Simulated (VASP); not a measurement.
# GdO (F-43m) in VASP: further runs

One crystal, GdO, is run at these levels: PBEsol+U; tasks: single point.

Program: VASP 6.6.1. These are calculated values, not measurements. Logs are shortened: lines on timing, memory, paths and dates and some standing lists are left out, and cuts for length are marked.

### 1 Starting point

Symmetry: F-43m, No. 216, cubic system. The conventional cell has a = 5.400 Å, b = 5.400 Å, c = 5.400 Å, α = 90.00°, β = 90.00°, γ = 90.00°. Gd (site symmetry -43m) has 4 O at 2.34 Å as nearest neighbours. O (site symmetry -43m) is surrounded by 4 Gd at 2.34 Å.

The cell comes from a database or a generator and needn't be the stable form of this composition.

### 2 Single point, PBEsol+U, collinear spin, typed start

INCAR

```
PREC     = Accurate       # precision mode
ENCUT    = 520            # plane-wave cutoff, eV
EDIFF    = 1E-6           # SCF threshold, eV
ISMEAR   = 0              # smearing method
SIGMA    = 0.05           # smearing width, eV
LREAL    = False          # projectors in reciprocal space
LASPH    = True           # aspherical terms in the spheres
NELM     = 150            # most SCF steps
ALGO     = Normal         # electronic algorithm
ISIF     = 2              # what is computed and relaxed
LWAVE    = False          # write WAVECAR
LCHARG   = False          # write CHGCAR
ISPIN    = 2              # spin polarisation
MAGMOM   = 7 0            # initial moments
LORBIT   = 11             # projections on sites
LMAXMIX  = 6              # l up to which the mixer works
LDAU     = True           # DFT+U
LDAUTYPE = 2            
LDAUL    = 3 -1           # shell
LDAUU    = 8 0            # U, eV
LDAUJ    = 0 0          
LDAUPRINT= 1            
GGA      = PS             # functional
NBANDS   = 23             # bands
```

KPOINTS

```
Automatic mesh
0
Gamma
  6 6 6
```

POSCAR

```
GdO
1.0
    0.0000000000      2.7000000000      2.7000000000
    2.7000000000      0.0000000000      2.7000000000
    2.7000000000      2.7000000000      0.0000000000
Gd O
1 1
Direct
    0.0000000000      0.0000000000      0.0000000000
    0.2500000000      0.2500000000      0.2500000000
```

Potentials or basis: VASP PAW PBE potentials, release 64 (Gd, O).

Run with:

```console
$ cat potpaw_PBE.64/Gd/POTCAR potpaw_PBE.64/O/POTCAR > POTCAR
$ mpirun -np 1 vasp_std > vasp.out
```

OUTCAR:

```text
PREC = Accurate
   ENCUT = 520
   EDIFF = 1E-6
   ISMEAR = 0
   LREAL = False
   LASPH = True
   NELM = 150
   ISIF = 2
   ISPIN = 2
   LORBIT = 11
   GGA = PS

 ion  position               nearest neighbor table
   1  0.000  0.000  0.000-   2 2.34   2 2.34   2 2.34   2 2.34
   2  0.250  0.250  0.250-   1 2.34   1 2.34   1 2.34   1 2.34

  LATTYP: Found a face centered cubic cell.
 ALAT       =     5.4000000000

  Lattice vectors:

 A1 = (   0.0000000000,   2.7000000000,   2.7000000000)
 A2 = (   2.7000000000,   0.0000000000,   2.7000000000)
 A3 = (   2.7000000000,   2.7000000000,   0.0000000000)

Analysis of symmetry for initial positions (statically):
=====================================================================
 Subroutine PRICEL returns:
 Original cell was already a primitive cell.

 Routine SETGRP: Setting up the symmetry group for a
 face centered cubic supercell.

 Subroutine GETGRP returns: Found 24 space group operations
 (whereof 24 operations were pure point group operations)
 out of a pool of 48 trial point group operations.

The static configuration has the point symmetry T_d .

Analysis of symmetry for dynamics (positions and initial velocities):
=====================================================================
 Subroutine PRICEL returns:
 Original cell was already a primitive cell.

 Routine SETGRP: Setting up the symmetry group for a
 face centered cubic supercell.

 Subroutine GETGRP returns: Found 24 space group operations
 (whereof 24 operations were pure point group operations)
 out of a pool of 48 trial point group operations.

The dynamic configuration has the point symmetry T_d .

Analysis of structural, dynamic, and magnetic symmetry:
=====================================================================
 Subroutine PRICEL returns:
 Original cell was already a primitive cell.

 Routine SETGRP: Setting up the symmetry group for a
 face centered cubic supercell.

 Subroutine GETGRP returns: Found 24 space group operations
 (whereof 24 operations were pure point group operations)
 out of a pool of 48 trial point group operations.

The overall configuration has the point symmetry T_d .

 Subroutine INISYM returns: Found 24 space group operations
 (whereof 24 operations are pure point group operations),
 and found     1 'primitive' translations

----------------------------------------------------------------------------------------

                                     Primitive cell

  volume of cell :      39.3660

  direct lattice vectors                    reciprocal lattice vectors
     0.000000000  2.700000000  2.700000000    -0.185185185  0.185185185  0.185185185
     2.700000000  0.000000000  2.700000000     0.185185185 -0.185185185  0.185185185
     2.700000000  2.700000000  0.000000000     0.185185185  0.185185185 -0.185185185

  length of vectors
     3.818376618  3.818376618  3.818376618     0.320750150  0.320750150  0.320750150

  position of ions in fractional coordinates (direct lattice)
     0.000000000  0.000000000  0.000000000
     0.250000000  0.250000000  0.250000000

  ion indices of the primitive-cell ions
   primitive index   ion index
                 1           1
                 2           2

----------------------------------------------------------------------------------------

 KPOINTS: Automatic mesh

Automatic generation of k-mesh.
 Grid dimensions read from file:
 generate k-points for:    6    6    6

[... 75 lines left out ...]
  volume/ion in A,a.u.               =      19.68       132.83
  Fermi-wavevector in a.u.,A,eV,Ry     =   1.388156  2.623234 26.218100  1.926976
  Thomas-Fermi vector in A             =   2.512309
   LORBIT       =     11    0 simple, 1 ext, 2 COOP (PROOUT), +10 PAW based schemes
 LDA+U is selected, type is set to LDAUTYPE =  2
   angular momentum for each species LDAUL =     3   -1
   U (eV)           for each species LDAUU =   8.0  0.0
   J (eV)           for each species LDAUJ =   0.0  0.0
   GGA     = PS    functional components
   LHFCALC =     F    Hartree Fock is set to
   AEXX    =    0.0000 exact exchange contribution
   IVDW    =     0    specifies the selected vdW correction
   LEPSILON=     F    determine dielectric tensor
   LRPA    =     F    only Hartree local field effects (RPA)
 spin polarized calculation
 Gauss-broadening in eV      SIGMA  =   0.05
  energy-cutoff  :      520.00
  volume of cell :       39.37
 maximum number of plane-waves:      1068
   NGX = 15   NGY = 15   NGZ = 15

atom =   1  type =  1  l = 3

 onsite density matrix

spin component  1

  0.9923 -0.0000 -0.0001  0.0000 -0.0000 -0.0000 -0.0000
 -0.0000  0.9992  0.0000  0.0000 -0.0000 -0.0000 -0.0000
 -0.0001  0.0000  0.9924  0.0000  0.0000  0.0000 -0.0000
  0.0000  0.0000  0.0000  0.9922 -0.0000  0.0000  0.0000
 -0.0000 -0.0000  0.0000 -0.0000  0.9924 -0.0000  0.0001
 -0.0000 -0.0000  0.0000  0.0000 -0.0000  0.9924 -0.0000
 -0.0000 -0.0000 -0.0000  0.0000  0.0001 -0.0000  0.9923

spin component  2

  0.0029 -0.0000 -0.0001 -0.0000  0.0000  0.0000 -0.0000
 -0.0000  0.0086 -0.0000 -0.0000 -0.0000 -0.0000 -0.0000
 -0.0001 -0.0000  0.0030  0.0000 -0.0000  0.0000 -0.0000
 -0.0000 -0.0000  0.0000  0.0029 -0.0000  0.0000 -0.0000
  0.0000 -0.0000 -0.0000 -0.0000  0.0030 -0.0000  0.0001
  0.0000 -0.0000  0.0000  0.0000 -0.0000  0.0030  0.0000
 -0.0000 -0.0000 -0.0000 -0.0000  0.0001  0.0000  0.0029

 occupancies and eigenvectors

  o =  0.0029  v =  0.0000  0.0000  0.0000  0.0000  0.0000  0.0000  0.0000 -0.0001 -0.0000 -0.0001 -1.0000 -0.0000  0.0000  0.0000      0.0000  0.0000  0.0000  0.0000  0.0000  0.0000  0.0000  0.0000  0.0000  0.0000  0.0000  0.0000  0.0000  0.0000
  o =  0.0029  v =  0.0000  0.0000  0.0000  0.0000  0.0000  0.0000  0.0000  0.7906  0.0000  0.6124 -0.0001 -0.0001 -0.0000  0.0001      0.0000  0.0000  0.0000  0.0000  0.0000  0.0000  0.0000  0.0000  0.0000  0.0000  0.0000  0.0000  0.0000  0.0000
  o =  0.0029  v =  0.0000  0.0000  0.0000  0.0000  0.0000  0.0000  0.0000 -0.0001  0.0000 -0.0001  0.0000 -0.6124 -0.0000  0.7906      0.0000  0.0000  0.0000  0.0000  0.0000  0.0000  0.0000  0.0000  0.0000  0.0000  0.0000  0.0000  0.0000  0.0000
  o =  0.0030  v =  0.0000  0.0000  0.0000  0.0000  0.0000  0.0000  0.0000 -0.6124 -0.0000  0.7906  0.0000  0.0000 -0.0000  0.0000      0.0000  0.0000  0.0000  0.0000  0.0000  0.0000  0.0000  0.0000  0.0000  0.0000  0.0000  0.0000  0.0000  0.0000
  o =  0.0030  v =  0.0000  0.0000  0.0000  0.0000  0.0000  0.0000  0.0000 -0.0000 -0.0000  0.0000  0.0000 -0.7906  0.0001 -0.6124      0.0000  0.0000  0.0000  0.0000  0.0000  0.0000  0.0000  0.0000  0.0000  0.0000  0.0000  0.0000  0.0000  0.0000
  o =  0.0030  v =  0.0000  0.0000  0.0000  0.0000  0.0000  0.0000  0.0000  0.0000  0.0000  0.0000  0.0000  0.0001  1.0000  0.0001      0.0000  0.0000  0.0000  0.0000  0.0000  0.0000  0.0000  0.0000  0.0000  0.0000  0.0000  0.0000  0.0000  0.0000
  o =  0.0086  v =  0.0000  0.0000  0.0000  0.0000  0.0000  0.0000  0.0000 -0.0000  1.0000 -0.0000  0.0000 -0.0000 -0.0000 -0.0000      0.0000  0.0000  0.0000  0.0000  0.0000  0.0000  0.0000  0.0000  0.0000  0.0000  0.0000  0.0000  0.0000  0.0000
  o =  0.9922  v =  0.0000  0.0000  0.0000  0.8864  0.2835  0.0000 -0.3660  0.0000  0.0000  0.0000  0.0000  0.0000  0.0000  0.0000      0.0000  0.0000  0.0000  0.0000  0.0000  0.0000  0.0000  0.0000  0.0000  0.0000  0.0000  0.0000  0.0000  0.0000
  o =  0.9922  v =  0.0000  0.0000  0.0000  0.4630 -0.5428  0.0000  0.7007  0.0000  0.0000  0.0000  0.0000  0.0000  0.0000  0.0000      0.0000  0.0000  0.0000  0.0000  0.0000  0.0000  0.0000  0.0000  0.0000  0.0000  0.0000  0.0000  0.0000  0.0000
  o =  0.9922  v = -0.7906 -0.0000 -0.6124  0.0000 -0.0000 -0.0000 -0.0000  0.0000  0.0000  0.0000  0.0000  0.0000  0.0000  0.0000      0.0000  0.0000  0.0000  0.0000  0.0000  0.0000  0.0000  0.0000  0.0000  0.0000  0.0000  0.0000  0.0000  0.0000
  o =  0.9924  v =  0.0000  0.0000 -0.0000 -0.0000 -0.0449  0.9984 -0.0348  0.0000  0.0000  0.0000  0.0000  0.0000  0.0000  0.0000      0.0000  0.0000  0.0000  0.0000  0.0000  0.0000  0.0000  0.0000  0.0000  0.0000  0.0000  0.0000  0.0000  0.0000
  o =  0.9924  v =  0.0000 -0.0000  0.0000  0.0000 -0.7893 -0.0568 -0.6114  0.0000  0.0000  0.0000  0.0000  0.0000  0.0000  0.0000      0.0000  0.0000  0.0000  0.0000  0.0000  0.0000  0.0000  0.0000  0.0000  0.0000  0.0000  0.0000  0.0000  0.0000
  o =  0.9924  v =  0.6124 -0.0000 -0.7906  0.0000 -0.0000 -0.0000 -0.0000  0.0000  0.0000  0.0000  0.0000  0.0000  0.0000  0.0000      0.0000  0.0000  0.0000  0.0000  0.0000  0.0000  0.0000  0.0000  0.0000  0.0000  0.0000  0.0000  0.0000  0.0000
  o =  0.9992  v =  0.0000  1.0000 -0.0000 -0.0000 -0.0000 -0.0000 -0.0000  0.0000  0.0000  0.0000  0.0000  0.0000  0.0000  0.0000      0.0000  0.0000  0.0000  0.0000  0.0000  0.0000  0.0000  0.0000  0.0000  0.0000  0.0000  0.0000  0.0000  0.0000

 number of electron      23.9999990 magnetization       7.9166344

 Free energy of the ion-electron system (eV)
  ---------------------------------------------------
  ext. energy  EPLUGINS =         0.00000000
  ---------------------------------------------------
  free energy    TOTEN  =       -22.23525276 eV

  energy without entropy =      -22.23379399  energy(sigma->0) =      -22.23452338

 E-fermi :   3.8890     XC(G=0): -10.2822

 val. band max:        3.8452465626   @ k =   0.3333   0.1667   0.0000
 cond. band min:       4.0028396602   @ k =   0.5000   0.0000   0.0000
 fundamental gap:      0.1575930976
 Fermi energy:         3.8890098538

 spin component 1

 k-point     1 :       0.0000    0.0000    0.0000
  band No.  band energies     occupation
      1     -41.9347      1.00000
      2     -19.1378      1.00000
      3     -19.1378      1.00000
      4     -19.1378      1.00000
      5     -15.3858      1.00000
      6      -5.4146      1.00000
[... 405 lines left out ...]
     22      11.7276      0.00000
     23      13.4345      0.00000
 Fermi energy:         3.8890098538

 spin component 2

 k-point     1 :       0.0000    0.0000    0.0000
  band No.  band energies     occupation
      1     -38.6841      1.00000
      2     -16.7326      1.00000
      3     -16.7326      1.00000
      4     -16.7326      1.00000
      5     -15.2582      1.00000
      6      -1.5295      1.00000
[... 405 lines left out ...]
     22      13.3335      0.00000
     23      14.8153      0.00000

------------------------ aborting loop because EDIFF is reached ----------------------------------------

  FORCE on cell =-STRESS in cart. coord.  units (eV):
  Direction    XX          YY          ZZ          XY          YZ          ZX
  --------------------------------------------------------------------------------------
  -------------------------------------------------------------------------------------
  Total       -0.8737016     -0.8737016     -0.8737016     -0.0000000     -0.0000000      0.0000000
  in kB      -35.5592361    -35.5592361    -35.5592361     -0.0000000     -0.0000000      0.0000000
  external PRESSURE =     -35.5592361 kB  Pullay stress =       0.0000000 kB

 VOLUME and BASIS-vectors are now :
 -----------------------------------------------------------------------------
  energy-cutoff  :      520.00
  volume of cell :       39.37
      direct lattice vectors                 reciprocal lattice vectors
     0.000000000  2.700000000  2.700000000    -0.185185185  0.185185185  0.185185185
     2.700000000  0.000000000  2.700000000     0.185185185 -0.185185185  0.185185185
     2.700000000  2.700000000  0.000000000     0.185185185  0.185185185 -0.185185185

 POSITION                                       TOTAL-FORCE (eV/Angst)
 -----------------------------------------------------------------------------------
      0.00000      0.00000      0.00000         0.000000      0.000000      0.000000
      1.35000      1.35000      1.35000        -0.000000     -0.000000     -0.000000
 -----------------------------------------------------------------------------------
    total drift:                                0.000000      0.000000      0.000000

  FREE ENERGIE OF THE ION-ELECTRON SYSTEM (eV)
  ---------------------------------------------------
  free  energy   TOTEN  =       -22.2352527604 eV

  energy  without entropy=      -22.2337939929  energy(sigma->0) =      -22.23452338

 total charge

# of ion       s       p       d       f       tot
--------------------------------------------------
    1        2.033   5.624   0.514   6.973  15.143
    2        1.563   3.417   0.000   0.000   4.980
--------------------------------------------------
tot          3.596   9.040   0.514   6.973  20.123

 magnetization (x)

# of ion       s       p       d       f       tot
--------------------------------------------------
    1        0.007  -0.048   0.205   6.922   7.085
    2        0.004  -0.011   0.000   0.000  -0.008
--------------------------------------------------
tot          0.010  -0.059   0.205   6.922   7.078
```

Wall time 28 s (1 thread of AMD EPYC 9R45 (Zen 5), shared host); peak memory 0.16 GiB.

What came out:

```yaml
Free_energy: -22.2353 eV
Pressure: -3.6 GPa
Band_gap_on_the_k_mesh: none (metal or under the smearing width)
Net_moment: 7.92 μB per cell
Site_moments: Gd +7.08; O -0.01 μB
Valence_electrons_inside_the_program's_atomic_spheres: Gd 15.14; O 4.98
```

Levels at points of the mesh, in eV from the Fermi level:
Spin up:
| k point | band 13 | band 14 | band 15 | band 16 | band 17 | band 18 | band 19 | band 20 |
| --- | --- | --- | --- | --- | --- | --- | --- | --- |
| (0.00, 0.00, 0.00) | -5.59 | -5.59 | -5.59 | -2.42 | 2.43 | 2.43 | 4.38 | 4.38 |
| (0.50, 0.00, 0.00) | -5.38 | -5.18 | -5.18 | 0.11 | 2.31 | 2.31 | 2.79 | 4.46 |
| (0.50, 0.50, 0.00) | -6.22 | -4.44 | -4.44 | -0.95 | 0.92 | 4.00 | 4.47 | 4.47 |
Spin down:
```tsv
k point	band 4	band 5	band 6	band 7	band 8	band 9	band 10	band 11	band 12	band 13
(0.00, 0.00, 0.00)	-20.62	-19.15	-5.42	-5.42	-5.42	-1.02	3.60	3.60	3.67	3.67
(0.50, 0.00, 0.00)	-20.72	-17.97	-5.02	-5.02	-4.99	1.55	3.02	3.17	3.17	3.98
(0.50, 0.50, 0.00)	-20.87	-17.64	-5.96	-4.31	-4.31	0.96	1.54	3.83	3.87	3.87
```

Eigenvalues of the final occupation matrices:
```tsv
site	spin	trace	eigenvalues
site 1 f	1	6.95	0.99 0.99 0.99 0.99 0.99 0.99 1.00
site 1 f	2	0.03	0.00 0.00 0.00 0.00 0.00 0.00 0.01
```

Caveat: the PAW data sets were made with another functional, which shifts forces and pressure a little; spin-orbit coupling is left out, which moves the levels of the heavy elements; a cell with one magnetic atom can't hold antiferromagnetic order, which such compounds often take. The state reached can hang on the start; a lower one may exist.

### 3 Single point, PBEsol+U, collinear spin, zero start

INCAR

```
ALGO = Normal ; EDIFF = 1E-6
ENCUT = 520 ; GGA = PS
ISIF = 2 ; ISMEAR = 0
ISPIN = 2 ; LASPH = True
LCHARG = True ; LDAU = True
LDAUJ = 0 0 ; LDAUL = 3 -1
LDAUPRINT = 1 ; LDAUTYPE = 2
LDAUU = 8 0 ; LELF = True
LMAXMIX = 6 ; LORBIT = 11
LREAL = False ; LVHAR = True
LWAVE = False ; MAGMOM = 0 0
NBANDS = 23 ; NELM = 150
NUPDOWN = 0.0 ; PREC = Accurate
SIGMA = 0.05
```

KPOINTS

```
k-points
0
Gamma
  6 6 6
```

POSCAR is that of step 2.

Potentials or basis: VASP PAW PBE potentials, release 64 (Gd, O).

Run with:

```console
$ cat potpaw_PBE.64/Gd/POTCAR potpaw_PBE.64/O/POTCAR > POTCAR
$ mpirun -np 1 vasp_std > vasp.out
```

Wall time 45 s (1 thread of AMD EPYC 9R45 (Zen 5), shared host); peak memory 0.16 GiB.

The run converged. Its results:

- Free energy: -11.9605 eV
- Pressure: -1.9 GPa
- Net moment: 0.00 μB per cell
- Valence electrons inside the program's atomic spheres: Gd 15.48; O 4.97

Eigenvalues of the final occupation matrices:
| site | spin | trace | eigenvalues |
| --- | --- | --- | --- |
| site 1 f | 1 | 3.79 | 0.00 0.00 0.00 0.84 0.98 0.98 0.98 |
| site 1 f | 2 | 3.79 | 0.00 0.00 0.00 0.84 0.98 0.98 0.98 |

Caveat: the PAW data sets were made with another functional, which shifts forces and pressure a little; spin-orbit coupling is left out, which moves the levels of the heavy elements; the total moment is fixed, so each spin has its own Fermi level.
